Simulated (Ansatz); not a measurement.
**Te2Mo (P-6m2), a vibration from a frozen displacement**

All numbers below come from Ansatz 0.2.0, DFT r2SCAN, scalar-relativistic, plane waves, PAW. Settings: plane waves to 500 eV, k-mesh 12×12×2 (Γ-centred), Gaussian smearing 0.05 eV. Spin–orbit coupling is left out, which matters for the heavy elements here. No spin polarisation. Energies are free energies at this smearing, counted from the undisturbed cell; pressure is positive in compression.

The undisturbed cell (as given, not relaxed at this level; it stands at 0.0 GPa; this form isn't the usual structure):

```
Te Mo
1.0
     3.56023    0.00000    0.00000
    -1.78012    3.08325    0.00000
     0.00000    0.00000   17.52406
Te Mo
2 1
Direct
  0.33333 0.66667 0.89786
  0.33333 0.66667 0.10214
  0.00000 0.00000 0.00000
```

The cell holds layers and no dispersion correction was added, so their binding is poorly described.

Every Te atom is moved by x along the Cartesian unit vector (0.000, -0.754, 0.657); the cell and all other atoms stay fixed. The cell's volume is 192.36 Å³; the moved atoms weigh 255.200 u together and the others 95.950 u.

```csv
x (Å),ΔE (meV/cell),total force on the moved atoms along the move (eV/Å),pressure (GPa)
-0.1000,87.81,1.7537,0.1719
-0.0750,49.44,1.3163,0.0974
-0.0500,22.00,0.8788,0.0439
-0.0250,5.51,0.4402,0.0116
0.0000,0.00,0.0000,0.0009
0.0250,5.53,-0.4428,0.0117
0.0500,22.17,-0.8890,0.0447
0.0750,50.02,-1.3400,0.0999
0.0875,68.19,-1.5677,0.1361
0.1000,89.21,-1.7971,0.1779
```

**Question.** What frequency belongs to this motion?

**Answer.** The force constant is k = −dF/dx = 17.659 eV/Å², from the parabola through x = -0.0250, 0 and 0.0250. In every cell the moved atoms swing against the rest, so the mass is μ = m₁m₂/(m₁ + m₂) = 69.732 u, and ν̃ = 521.5 cm⁻¹ × √(|k|/μ) = 262 cm⁻¹. The pattern needn't be a normal mode: ν̃² is then a weighted mean of the squared nonzero frequencies at the zone centre of this cell, taken without macroscopic field, so it lies between the lowest and the highest of them.

**Question.** How far does the harmonic law reach?

**Answer.** At x = -0.100 Å, kx²/2 = 88.30 meV against the computed 87.81 meV (-0.5 %): the well is still close to harmonic there.

**Question.** The pressure changes with x². What does that say about the frequency under compression?

**Answer.** With E = k(V)x²/2, k ∝ V^(−2γ) and x scaling with the cell as V^(1/3), P − P0 = −∂E/∂V = (2γ − 2/3) ΔE/V. At x = 0.0500 Å, V(P − P0) = 192.36 × 0.04379 / 160.2 eV = 52.58 meV and ΔE = 22.17 meV, so γ = 1/3 + V(P − P0)/(2ΔE) = 1.52. This is the Grüneisen parameter of the motion under uniform scaling of the cell: shrinking the cell evenly by 1 % in volume raises the frequency by about 1.52 %.